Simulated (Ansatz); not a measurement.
# Lanthanum, beta-Sn type under RPBE: ground state and equation of state

The plan for lanthanum in the beta-Sn type structure: relax it, solve it on a dense k-mesh, then scale the cell to 7 volumes from 88 to 112 % of the relaxed one and try a fit of the equation of state. Spin polarisation is left out. The k-meshes are 10×10×7 for the relaxation; 15×15×9 for the dense run; 11×11×6 for the volumes.

Computed with Ansatz 0.2.0 (DFT RPBE, plane waves (420 eV) with PAW, scalar-relativistic; PAW files made under PBE, frozen cores solved again for the functional, unless a step says otherwise).

### Step 1. The structure to begin with

It takes space group I4_1/amd (No. 141, tetragonal). Conventional cell: a = 6.602 Å, b = 6.602 Å, c = 3.605 Å, α = 90.00°, β = 90.00°, γ = 90.00°. Around La (site symmetry -4m2) lie 6 La at 3.42 to 3.60 Å.

Coordinates:

```
CELL_PARAMETERS angstrom
-3.30121 3.30121 1.80246
3.30121 -3.30121 1.80246
3.30121 3.30121 -1.80246
ATOMIC_POSITIONS crystal
La 0.00000 0.00000 0.00000
La 0.75000 0.25000 0.50000
```

### Step 2. Geometry optimisation

Contents of input.yaml:

```yaml
crystal:
  lattice:
    - [-3.3012070246, 3.3012070246, 1.8024590354]
    - [3.3012070246, -3.3012070246, 1.8024590354]
    - [3.3012070246, 3.3012070246, -1.8024590354]
  atoms:
    - { symbol: La, position: [0.0, 0.0, 0.0] }
    - { symbol: La, position: [0.75, 0.25, 0.5] }
hamiltonian:
  xc: rpbe
  pseudopotentials:
    kind: paw
    azcp:
      La: "pseudopotentials/La.paw.azcp"
basis:
  ecutwfc: 420
  fft_grid_basis: typed
kpoints:
  mp_grid: { grid: [10, 10, 7], shift: [0, 0, 0] }
magnetization:
  spin_polarized: false
scf:
  occupations: { method: fermi_dirac, width: 0.1 }
relax:
  max_steps: 60
  f_tol: 0.01
  cell: {}
```

Command:

```sh
> ansatz run input.yaml --threads 2 --pin off --max-ram 5120MiB --backend cpu --events-out ev --progress --plain --runs-dir out
```

After this run come: The energy on a finer k-mesh; Equation of state: 88 %; Equation of state: 92 %; Equation of state: 96 %; Equation of state: 100 %; Equation of state: 104 %; Equation of state: 108 %; Equation of state: 112 %.

Before running it: what results should come out? Wanted: space group; conventional cell; volume; shortest distance; gap on the mesh; relative to dhcp; highest ELF outside the cores; V₀, B₀, B₀′.

As calculated:

| quantity | value |
| --- | --- |
| space group (spins left aside) | C2/c (No. 15) |
| conventional cell | a = 3.854 Å, b = 6.677 Å, c = 6.178 Å, β = 90.09° |
| volume | 39.747 Å³/atom |
| shortest distance | 3.805 Å |
| gap on the mesh | none (levels filled in part) |
| relative to dhcp | +24 meV/atom |
| highest ELF outside the cores | 0.72, 2.67 Å from the nearest atom |
| V₀, B₀, B₀′ | 39.592 Å³/atom, 24 GPa, 2.4 |

**Reading.** From the guessed start the volume grew by 1.2 % in 29 steps. What began as beta-Sn type has relaxed into hcp. What follows belongs to that structure, not to the type named at the start. The mesh has less symmetry than the lattice, which may have let the distortion in. It lies 24 meV/atom above the element's reference form at the same level (dhcp, from a run of its own). No gap shows: it is a metal or semimetal at this level. The fitted modulus is 24 GPa; letting shape and positions relax at each volume could only lower it.
